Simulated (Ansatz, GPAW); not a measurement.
Given: the input of a run of Ansatz 0.2.0 on Co. Atoms were shifted at random by some hundredths of an Å from the given cell, which wasn't relaxed again for these runs. 

Contents of input.yaml:

```yaml
crystal:
  lattice:
    - [2.4705617809, 0.0, 0.0]
    - [-1.2352808905, 2.1395692639, 0.0]
    - [0.0, 0.0, 8.0882338]
  atoms:
    - { symbol: Co, position: [0.666292, 0.326734, 0.742874], spin: 2.0 }
    - { symbol: Co, position: [-0.01058, 0.002001, 0.496243], spin: 2.0 }
    - { symbol: Co, position: [0.347506, 0.695356, 0.254161], spin: 2.0 }
    - { symbol: Co, position: [0.016481, -0.001814, -0.006647], spin: 2.0 }
hamiltonian:
  xc: pbesol
  pseudopotentials: { kind: paw }
magnetization:
  spin_polarized: true
kpoints:
  mp_grid: { grid: [12, 12, 4] }
scf:
  occupations: { method: fermi_dirac, width: 0.05 }
output:
  forces: true
  stress: true
  eigenvalues: true
  write_density: true
  write_potential: true
  elf: true
  volumetric_format: npy
```

Potentials or basis: Ansatz PAW.

Command:

```console
$ ansatz run input.yaml --threads 1 --pin off --max-ram 3584MiB --backend cpu --events-out ev --progress --plain --runs-dir out
```

**Question.** Set up the same calculation for GPAW 26.7.0 (ASE script). Potentials or basis there: PAW data sets generated for this functional, cutoff 600 eV.

**Answer.** As run (cutoffs and basis follow the program's own potentials, and thresholds, step limits or extra output files can differ):

run.py

```python
from ase import Atoms
from ase.dft.bandgap import bandgap
from ase.io import write
from ase.units import GPa
from ase.parallel import parprint
from gpaw import GPAW, PW, setup_paths

setup_paths.insert(0, '.')

atoms = Atoms(['Co', 'Co', 'Co', 'Co'],
              cell=[[2.4705617809, 0.0, 0.0],
                    [-1.2352808905, 2.1395692639, 0.0],
                    [0.0, 0.0, 8.0882338]],
              scaled_positions=[[0.666292, 0.326734, 0.742874],
                                [-0.01058, 0.002001, 0.496243],
                                [0.347506, 0.695356, 0.254161],
                                [0.016481, -0.001814, -0.006647]],
              pbc=True)
atoms.set_initial_magnetic_moments([2.0, 2.0, 2.0, 2.0])

calc = GPAW(mode=PW(600),
            xc='PBEsol',
            kpts={'size': (12, 12, 4), 'gamma': True},
            occupations={'name': 'fermi-dirac', 'width': 0.05},
            nbands=37,
            convergence={'density': 1e-05, 'energy': 1e-05},
            maxiter=150,
            txt='gpaw.txt')
atoms.calc = calc
energy = atoms.get_potential_energy()
forces = atoms.get_forces()
stress = atoms.get_stress()
calc.write('gs.gpw')
write('result.traj', atoms)
parprint(f'Energy: {energy:.6f} eV')
parprint('Forces (eV/A):')
parprint(forces.round(4))
parprint('Stress (GPa):', (stress / GPa).round(3))
parprint('Moments:', calc.get_magnetic_moments().round(3))
parprint('Fermi level:', round(calc.get_fermi_level(), 4), 'eV')
parprint(f'Gap: {bandgap(calc)[0]:.4f} eV, direct: {bandgap(calc, direct=True)[0]:.4f} eV')
```

Potentials or basis: PAW data sets generated in the run's folder for this functional, pw.

Launch:

```bash
$ gpaw-setup -f PBEsol Co
$ OMP_NUM_THREADS=1 mpirun -n 4 gpaw python run.py
```

Both were run:

|  | Ansatz | GPAW |
| --- | --- | --- |
| Pressure | -5.2 GPa | -4.8 GPa |
| Largest force | 0.686 eV/Å | 0.721 eV/Å |
| Net moment | 6.59 μB per cell | 6.59 μB per cell |

Ansatz's pressure holds a Pulay term of +0.21 GPa for its cutoff of 420 eV, which the other run lacks.

The potentials hold 68 and 36 valence electrons a cell.

Ansatz's potentials were made for PBE.

Where Ansatz's input types no cutoff or centring, it takes its own default and a Γ-centred mesh.

The magnetic state is the one that the start led to; the real crystal's order can differ.

Pressure is positive in compression.
